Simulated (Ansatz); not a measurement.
**Structure optimisation: mercury, alpha-Hg (rhombohedral)**

All numbers below come from Ansatz 0.2.0, DFT, r2SCAN, plane waves (500 eV) with PAW, scalar-relativistic. The PAW files were generated under PBE, with cores re-solved for the functional.

k-point mesh 11×11×11, Fermi-Dirac smearing 0.1 eV, no spin polarisation. Cell and atoms relax.

Starting structure:

```yaml
crystal:
  lattice:
    - [1.72900, 0.99824, 2.22800]
    - [-1.72900, 0.99824, 2.22800]
    - [0.00000, -1.99648, 2.22800]
  atoms:
    - { symbol: Hg, position: [0.00000, 0.00000, 0.00000] }
```

Problem. The pressure at the start is 4.5 GPa. By how much does the volume change?

Solution. From 23.07 to 26.32 Å³ per atom, 14.1 %. The final cell has a = 3.756 Å, c = 6.464 Å (c/a = 1.721).

Problem. How much energy does the relaxation gain?

Solution. 40.5 meV per atom.

Path of the relaxation (the plane waves are chosen anew near the end, which can shift the energy a little):

```tsv
step	E − E(final) (meV/atom)	V (Å³/atom)	P (GPa)	max force (eV/Å)
0	40.49	23.073	4.48	0.000
1	7.45	25.416	0.50	0.000
2	4.80	25.885	0.07	0.000
3	3.11	26.052	0.03	0.000
4	2.48	26.163	0.02	0.000
5	2.21	26.360	0.02	0.000
6	2.16	26.349	0.00	0.000
7	2.15	26.288	-0.01	0.000
8	2.14	26.321	0.00	0.000
9	0.00	26.321	0.03	0.000
```
